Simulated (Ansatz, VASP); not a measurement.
**BN in VASP and in Ansatz**

```xyz
4
Lattice="2.5539 -0.0511 0.0000 -1.3212 2.2373 0.0000 0.0000 0.0000 4.2269" Properties=species:S:1:pos:R:3 pbc="T T T"
N    -0.0295    1.4745    0.5295
N     1.2622    0.7117    2.6430
B    -0.0295    1.4745    2.1123
B     1.2622    0.7117    4.2257
```

Change from the starting cell: strain = -0.04.

Alike in both runs: task single point; functional PBE; k mesh 9 × 9 × 5; occupations fermi-dirac, width 0.05 eV; no spin polarisation.

|  | VASP | Ansatz |
| --- | --- | --- |
| version | VASP 6.6.1 | Ansatz 0.2.0 |
| potentials or method | VASP PAW PBE potentials, release 64 (N, B) | Ansatz PAW |
| plane-wave cutoff (eV) | 520 | 420 |
| valence electrons in the cell | 16 | 16 |

VASP gave:

- gap on the k mesh at the Fermi level (eV): 5.08
- least direct gap on the mesh (eV): 7.71
- pressure (GPa): 0.7
- largest component of the traceless stress (GPa): 16.38
- rms of the force components (eV/Å): 0.082

**Question.** Estimate Ansatz's values.

**Answer.** gap on the k mesh at the Fermi level (eV): 5.09; least direct gap on the mesh (eV): 7.72; pressure (GPa): 0.5; largest component of the traceless stress (GPa): 16.29; rms of the force components (eV/Å): 0.079.

Atom by atom the forces differ by 0.004 eV/Å (rms over components).

Caveats: an odd mesh through Γ misses points on the zone boundary, where band edges often lie (VASP); odd divisions of the mesh miss points on the zone boundary, where band edges often lie, so the gap on the mesh can be too wide (Ansatz); the pressure holds a Pulay correction of +1.1 GPa for the finite cutoff (Ansatz).
